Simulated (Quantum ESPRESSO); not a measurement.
# Sb (Im-3m) in Quantum ESPRESSO: reference runs, part 2 of 2

Quantum ESPRESSO 7.5. The steps go on from the part before.

## (3) Single point, PBE (cell strained at random at fixed volume)

Contents of pw.in:

```
&CONTROL
  calculation = 'scf'
  prefix = 'pwscf'
  outdir = './tmp'
  pseudo_dir = './pseudo'
  tprnfor = .true.
  tstress = .true.
  disk_io = 'nowf'
/
&SYSTEM
  ibrav = 0
  nat = 1
  ntyp = 1
  ecutwfc = 55
  ecutrho = 440
  nbnd = 13
  occupations = 'smearing'
  smearing = 'fd'
  degauss = 0.00367493
/
&ELECTRONS
  conv_thr = 2d-10
  electron_maxstep = 120
  mixing_beta = 0.5
/
ATOMIC_SPECIES
Sb   121.7600 sb_pbe_v1.4.uspp.F.UPF
CELL_PARAMETERS angstrom
  -1.9116750000    1.8985960000    1.9109740000
   1.8664480000   -1.9242180000    1.8913690000
   1.8258330000    1.8383760000   -1.9365960000
ATOMIC_POSITIONS crystal
Sb     0.0066800000    0.0021220000    0.0177370000
K_POINTS automatic
10 10 10 0 0 0
```

Potentials or basis: SSSP 1.3 efficiency PBE.

Run with:

```sh
$ OMP_NUM_THREADS=1 pw.x -in pw.in > pw.out
```

pw.out:

```text
This program is part of the open-source Quantum ESPRESSO suite
     for quantum simulation of materials; please cite
[... 6 lines left out ...]
     --------------------
     sticks:   dense  smooth     PW     G-vecs:    dense   smooth      PW
     Sum        1269     633    231                27565     9741    2165

     Using Slab Decomposition

     bravais-lattice index     =            0
     lattice parameter (alat)  =       6.2421  a.u.
     unit-cell volume          =     176.8950 (a.u.)^3
     number of atoms/cell      =            1
     number of atomic types    =            1
     number of electrons       =        15.00
     number of Kohn-Sham states=           13
     kinetic-energy cutoff     =      55.0000  Ry
     charge density cutoff     =     440.0000  Ry
     scf convergence threshold =      2.0E-10
     mixing beta               =       0.5000
     number of iterations used =            8  plain     mixing
     Exchange-correlation=  SLA  PW   PBX  PBC
                           (   1   4   3   4   0   0   0)

     celldm(1)=   6.242103  celldm(2)=   0.000000  celldm(3)=   0.000000
     celldm(4)=   0.000000  celldm(5)=   0.000000  celldm(6)=   0.000000

     crystal axes: (cart. coord. in units of alat)
               a(1) = (  -0.578738   0.574778   0.578526 )
               a(2) = (   0.565046  -0.582535   0.572591 )
               a(3) = (   0.552750   0.556548  -0.586283 )

     reciprocal axes: (cart. coord. in units 2 pi/alat)
               b(1) = (  0.031426  0.890640  0.875097 )
               b(2) = (  0.906017  0.026844  0.879679 )
               b(3) = (  0.915868  0.905073  0.016993 )

     PseudoPot. # 1 for Sb read from file:
     sb_pbe_v1.4.uspp.F.UPF
     Pseudo is Ultrasoft + core correction, Zval = 15.0
     Generated by new atomic code, or converted to UPF format
     Using radial grid of  891 points,  6 beta functions with:
                l(1) =   0
                l(2) =   0
                l(3) =   1
                l(4) =   1
                l(5) =   2
                l(6) =   2
     Q(r) pseudized with  8 coefficients,  rinner =    1.350   1.350   1.350
                                                       1.350   1.350

     atomic species   valence    mass     pseudopotential
     Sb               15.00   121.76000     Sb( 1.00)

     No symmetry found

   Cartesian axes

     site n.     atom                  positions (alat units)
         1        Sb     tau(   1) = (   0.0071372   0.0124749  -0.0053193  )

     number of k points=   504  Fermi-Dirac smearing, width (Ry)=  0.0037

     Number of k-points >= 100: set verbosity='high' to print them.

     Dense  grid:    27565 G-vectors     FFT dimensions: (  45,  45,  45)

     Smooth grid:     9741 G-vectors     FFT dimensions: (  30,  30,  30)

     Initial potential from superposition of free atoms

     starting charge      14.0000, renormalised to      15.0000
     Starting wfcs are    9 randomized atomic wfcs +    4 random wfcs

     Self-consistent Calculation

     iteration #  1     ecut=    55.00 Ry     beta= 0.50
     Davidson diagonalization with overlap
     ethr =  1.00E-02,  avg # of iterations =  5.7

     total energy              =    -184.73831212 Ry
     estimated scf accuracy    <       0.98810117 Ry

     iteration #  2     ecut=    55.00 Ry     beta= 0.50
     Davidson diagonalization with overlap
     ethr =  6.59E-03,  avg # of iterations =  2.0
[... 36 lines left out ...]
     total energy              =    -184.93315684 Ry
     estimated scf accuracy    <          1.1E-09 Ry

     iteration #  8     ecut=    55.00 Ry     beta= 0.50
     Davidson diagonalization with overlap
     ethr =  7.43E-12,  avg # of iterations =  2.0

     End of self-consistent calculation

     Number of k-points >= 100: set verbosity='high' to print the bands.

     the Fermi energy is    12.2107 ev

!    total energy              =    -184.93315684 Ry
     estimated scf accuracy    <          2.7E-11 Ry
     smearing contrib. (-TS)   =      -0.00049721 Ry
     internal energy E=F+TS    =    -184.93265964 Ry

     The total energy is F=E-TS. E is the sum of the following terms:
     one-electron contribution =     -69.29837186 Ry
     hartree contribution      =      44.17523505 Ry
     xc contribution           =     -44.07102390 Ry
     ewald contribution        =    -115.73849892 Ry

     convergence has been achieved in   8 iterations

     Forces acting on atoms (cartesian axes, Ry/au):

     atom    1 type  1   force =     0.00000000    0.00000000    0.00000000

     Total force =     0.000000     Total SCF correction =     0.000000

     Computing stress (Cartesian axis) and pressure

          total   stress  (Ry/bohr**3)                   (kbar)     P=       31.21
   0.00019516   0.00007360   0.00004827           28.71       10.83        7.10
   0.00007360   0.00021406   0.00006050           10.83       31.49        8.90
   0.00004827   0.00006050   0.00022717            7.10        8.90       33.42

=------------------------------------------------------------------------------=
   JOB DONE.
=------------------------------------------------------------------------------=
```

It took 99 s on 1 thread of Arm Neoverse V2, shared host; peak memory 0.24 GiB.

What came out:

* Free energy: -2516.1438 eV
* Pressure: 3.1 GPa
* Band gap on the k mesh: none (metal or under the smearing width)

Stress tensor (GPa, compression positive):
```
2.87 1.08 0.71
1.08 3.15 0.89
0.71 0.89 3.34
```

Spin-orbit coupling is left out, which matters for the levels of Sb.
